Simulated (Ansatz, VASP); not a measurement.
## ZnS: VASP beside Ansatz

```xyz
2
Lattice="0.0000 2.7217 2.7217 2.7217 0.0000 2.7217 2.7217 2.7217 0.0000" Properties=species:S:1:pos:R:3 pbc="T T T"
Zn    0.0000    0.0000    0.0000
S     4.0825    4.0825    4.0825
```

Alike in both runs: functional PBE; k mesh 10 × 10 × 10; no spin polarisation.

Ansatz relaxed the structure, and its values are those at the end. VASP's run is a single point on that final structure, the one shown.

|  | VASP | Ansatz |
| --- | --- | --- |
| version | VASP 6.6.1 | Ansatz 0.2.0 |
| potentials or method | VASP PAW PBE potentials, release 64 (Zn, S) | scalar-relativistic, plane waves, PAW |
| plane-wave cutoff (eV) | 520 | 420 |
| occupations | gaussian, width 0.01 eV | fixed |
| valence electrons in the cell | 18 | 18 |

Ansatz gave:

```
gap on the k mesh at the Fermi level (eV) : 2.02
least direct gap on the mesh (eV)         : 2.02
pressure (GPa)                            : 0.0
```

Question: Estimate VASP's values.

Answer: gap on the k mesh at the Fermi level (eV): 2.02; least direct gap on the mesh (eV): 2.02; pressure (GPa): 0.2.
